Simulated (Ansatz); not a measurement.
## Ta₂H: hydrostatic pressure series

Theory: Ansatz, DFT PBEsol, scalar-relativistic, plane waves, PAW. (420 eV cutoff, 12×12×12 k-mesh, Gaussian smearing of 0.10 eV, no spin polarisation)

Reference structure (relaxed):

```
Ta H
1.0
     3.34679    0.00000    0.00000
     0.00000    3.34679    0.00000
     0.00000    0.00000    3.39297
Ta H
2 1
Direct
  0.50000 0.00000 0.73999
  0.00000 0.50000 0.26001
  0.00000 0.00000 0.00000
```

Cell and atoms are relaxed at each pressure within the symmetry of the start, at zero temperature, so transitions that lower the symmetry aren't seen. The k-mesh given is that at zero pressure and may differ at others. a, b and c are the lengths of the cell vectors above.

Spin–orbit coupling is left out, which can shift energies with elements as heavy as these.

```tsv
P (GPa)	V (Å³/atom)	V/V0	a (Å)	b (Å)	c (Å)
-2	12.79	1.010	3.356	3.356	3.407
0	12.67	1.000	3.347	3.347	3.393
2	12.55	0.991	3.338	3.338	3.379
5	12.39	0.978	3.326	3.326	3.359
10	12.13	0.958	3.307	3.307	3.328
20	11.69	0.923	3.273	3.273	3.274
40	10.99	0.867	3.217	3.217	3.185
```

(1) What bulk modulus and pressure derivative fit these points?

(2) Which cell vector or vectors give way most up to 40 GPa?

Answers

(1) A third-order Birch–Murnaghan fit gives B0 = 212 GPa and B0' = 3.9.

(2) c: the changes are a -3.9 %, b -3.9 %, c -6.1 %.